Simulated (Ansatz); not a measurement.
Trial structure of TaN, not yet relaxed:

Space group C2/m (No. 12). a = 3.410 Å, b = 4.285 Å, c = 4.558 Å, α = 90.00°, β = 98.17°, γ = 90.00°
```csv
atom,site,symmetry,x,y,z
Ta,2c,2/m,0.0000,0.0000,0.5000
N,2d,2/m,0.5000,0.0000,0.5000
```

Computed with DFT PBE, scalar-relativistic, plane waves, PAW (Ansatz 0.2.0). Cutoff 420 eV; k points 6×6×4 on the computed 2-atom cell (Γ-centred); Gaussian smearing, width 0.10 eV; no spin polarisation.

Energies over the elements count from the elements' standard structures at the same level (N₂ as a molecule), with no fitted energy shifts.

Question: Estimate its pressure, forces and energy as it stands.

Answer: The pressure is 95.4 GPa (the mean over three directions, positive in compression), the largest force is 0.00 eV/Å (symmetry fixes the atoms), and the energy is +2.15 eV/atom against the elements. The shortest distance is 1.71 Å.

Question: How much does it gain on relaxing, and where does it end?

Answer: Relaxing gains about 2.8 eV/atom (the start's value is from the coarse mesh, so the gain is rough) in 25 ionic steps and ends at −0.65 eV/atom on the finer mesh. The symmetry goes from C2/m (No. 12) to P4/mmm (No. 123). The volume per atom shrinks by 17.7 %, from 16.5 to 13.6 Å³. The shortest distance goes from 1.71 Å (Ta–N) to 2.09 Å (Ta–N). Conventional cell: a = 2.962 Å, c = 3.092 Å. Around Ta lie 4 N at 2.09 Å and 6 Ta at 2.96–3.09 Å; N is surrounded by 4 Ta at 2.09 Å.

The last run used an 18×18×18 mesh for its 2-atom cell and Gaussian smearing of 0.10 eV. Spin–orbit coupling, which can matter for Ta, is left out. The relaxation can't lower the symmetry of the start. A structure relaxed within its symmetry needn't be a true minimum. Another cell of TaN relaxed alike, in P-6m2 (a cell as deposited in COD), lies 0.48 eV/atom lower, so this cell isn't the stable form at this level.
